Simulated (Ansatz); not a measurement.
Crystal: Si.

```xyz
2
Lattice="4.1209 0.0000 0.0000 -2.0605 3.5688 0.0000 0.0000 0.0000 2.6548" Properties=species:S:1:pos:R:3 pbc="T T T"
Si    0.0000    2.3792    1.3274
Si    2.0605    1.1896    1.3274
```

The cell was built by a generator and needn't be a form met in nature.

Below is the output of Ansatz 0.2.0 for this cell. Logs are shortened: lines on timing, memory, paths and dates and some standing lists are left out, and cuts for length are marked.

```text
Warning: the atoms were moved onto the symmetric positions of the space group found under crystal.symmetry.tolerance 1.0e-5 (fractional; no operation is sought that the atoms, as they stand in a round, miss by more than twice it, and no atom is moved by as much as it), and the run uses the moved positions. Before a round's move an operation carried an atom to 4.12e-5 Å from where it should land, the largest such distance. Atom 0 (counting from 0) moved farthest, by 2.38e-5 Å; the longest move in fractions of the cell, of whichever atom, is 0.47 of the tolerance, in 1 round. To run the atoms as typed, lower crystal.symmetry.tolerance until the operations that they miss are no longer found, or set crystal.symmetry.detect: false (a key that needs symmetry detection or time reversal refuses this as the deck is read). The positions used, in the order of the run's atom list: position: [0.3333333333333333, 0.6666666666666666, 0.5]; position: [0.6666666666666666, 0.3333333333333333, 0.5]; The lattice was moved too: crystal.lattice keeps the space group found at crystal.symmetry.tolerance 1.0e-5 only nearly: the operation that it misses by the most changes a squared length by the fraction 2.80e-6. The run uses the lattice that is a stretch of the typed one, with no rotation, onto the one that keeps every operation to a double's rounding (on a very oblique basis the stretch itself rounds by more); the deck's lattice vector that moved farthest moved by 3.26e-6 Å. To run the lattice as typed, set crystal.symmetry.tolerance under 1.33e-7, the least fraction by which an operation that the lattice misses changes a squared length (the same key also sets how far an atom may lie from its image, so lowering it can lose operations that the atoms keep only within it), or set crystal.symmetry.detect: false, as for the atoms. crystal.lattice made exact, in Å and degrees: [[4.120951508198683, -2.8867513457604425e-6, 0.0], [-2.0604732540993416, 3.5688501372395285, 0.0], [0.0, 0.0, 2.65479]]. Pasted over the deck's crystal.lattice, beside positions in fractional coordinates, it runs the same cell (given as lengths and angles, that cell in the form's own orientation, a rigid turn of the misfit's size from the one run here, for which a checkpoint.post_process_only pass over this run's state can be refused: where this run relaxes nothing, give such a pass this deck's own crystal.lattice, as typed; behind a relaxation, as crystal.lattice, the state's own cell, identity.cell in its checkpoint.json), and a matrix so pasted ends this notice, except on a very skew basis of the lattice, where the rounding of the pasted numbers themselves can read as a misfit: the cell is then moved again, and that move is told again. The lattice as run is in this notice's lattice.as_run_ang field (Run.prep()["deck_notices"] in Python, the deck_notice line of an events file, deck_notices of ansatz run --dry-run=json, or deck_notices in record.json in the deck's checkpoint.write directory).
Warning: output.stress: scf.convergence.dr2_threshold = 1e-7 eV (the SCF's general default) is looser than the 2e-10 eV advised for a printed stress (1e-10 eV for each atom of the cell: 2). What an SCF threshold leaves in a stress goes as its square root, and in the free energy as the threshold itself, and one threshold admits the most on a small cell: of the crystals measured, under no hybrid functional and no lock of the moments, on runs that ended without the residual-converged pass, on stresses that held no estimate of that error, the worst erred by over 100 MPa in a component at 1e-7 eV an atom and by under 5 at 1e-10. Set scf.convergence.dr2_threshold to 2e-10 eV or tighter. The threshold is an SCF's pass mark: one that does not reach it within its budget of iterations ends unconverged, or closes short of it on a stop that the run arms, and scf.convergence.dr2_threshold's page says what that costs each kind of run
Warning: output.stress: scf.exx.energy_threshold = 1e-6 eV is looser than the 2e-8 eV advised for a stress under a hybrid functional (1e-8 eV for each atom of the cell: 2). Every SCF of the exchange loop can meet its threshold on dr2 while the loop round them stops early: no threshold on dr2 bounds what that leaves in the stress. Set scf.exx.energy_threshold to 2e-8 eV or tighter. The threshold is the loop's pass mark: a loop that does not reach it within its budget of cycles ends unconverged, and scf.exx.energy_threshold's page has the law
Warning: RAYON_NUM_THREADS=2 ignored (pool sized by the plan → 2); use --threads N
Engine: ansatz 0.2.0, aarch64-unknown-linux-gnu
Pseudopotentials: kind: paw
Pseudopotential: Si, paw, valence charge 4, recommended cutoff 420 eV (normal), Si.paw.azcp
Functional definition: HF
  exchange = exact_x
  correlation = 0
[... 102 lines left out ...]
  E_smearing   = -0.000000  (= −TS)
  E_closure    = -0.000001  (closes the sum)
  Σ components = -1245.424267   (vs F -1245.424267, Δ=0.00e0)
--- Forces (eV/Å), atoms counted from 1 ---
  atom   1  Si     0.00000000     0.00000000     0.00000000
  atom   2  Si     0.00000000    -0.00000000     0.00000000
  max |Σ_I F_I| component: 7.40e-17 eV/Å
--- Stress (GPa, compression-positive) ---
        5.579521      -0.000000       0.000000
       -0.000000       5.579521       0.000000
        0.000000       0.000000      -2.809185
  P = ⅓ Tr σ = 2.7833 GPa (27.833 kbar)
--- Band table (eV; the first three rows and the last of 12) ---
  k-point 0: bands = ["-12.8478", "1.1953", "1.1953", "2.1294", "11.6125", "11.6125", "16.6631", "19.3163"]
  k-point 1: bands = ["-11.6728", "2.0835", "2.0835", "3.7319", "10.5468", "12.6342", "12.6342", "18.1779"]
  k-point 2: bands = ["-8.4369", "-0.5513", "4.3436", "4.3436", "9.9202", "15.2907", "15.2907", "16.6013"]
  k-point 11: bands = ["-5.9382", "-2.7477", "1.4927", "1.8602", "4.8895", "14.3899", "16.6925", "16.8383"]
```

Task: Write the input and the command behind it.

Result: Single point with HF, no spin polarisation. The files as run (others can give the same):

input.yaml
```yaml
crystal:
  lattice:
    - [4.12095, 0.0, 0.0]
    - [-2.06047, 3.56885, 0.0]
    - [0.0, 0.0, 2.65479]
  atoms:
    - { symbol: Si, position: [0.33333, 0.66667, 0.5] }
    - { symbol: Si, position: [0.66667, 0.33333, 0.5] }
hamiltonian:
  xc: hf
  pseudopotentials: { kind: paw }
kpoints:
  mp_grid: { grid: [4, 4, 5] }
scf:
  occupations: { method: fermi_dirac, width: 0.05 }
output:
  forces: true
  stress: true
  eigenvalues: true
```

Potentials or basis: Ansatz PAW.
Launch:
```bash
$ ansatz run input.yaml --threads 2 --pin off --max-ram 5632MiB --backend cpu --events-out ev --progress --plain --runs-dir out
```

Caveat: the k mesh is coarse (spacing up to 0.47 Å⁻¹), so the values aren't converged, least of all with exact exchange; odd divisions of the mesh miss points on the zone boundary, where band edges often lie, so the gap on the mesh can be too wide; the PAW data sets come from PBE, with cores solved anew for the run's functional, which leaves a small shift of forces and pressure; the thresholds are loose for stress.
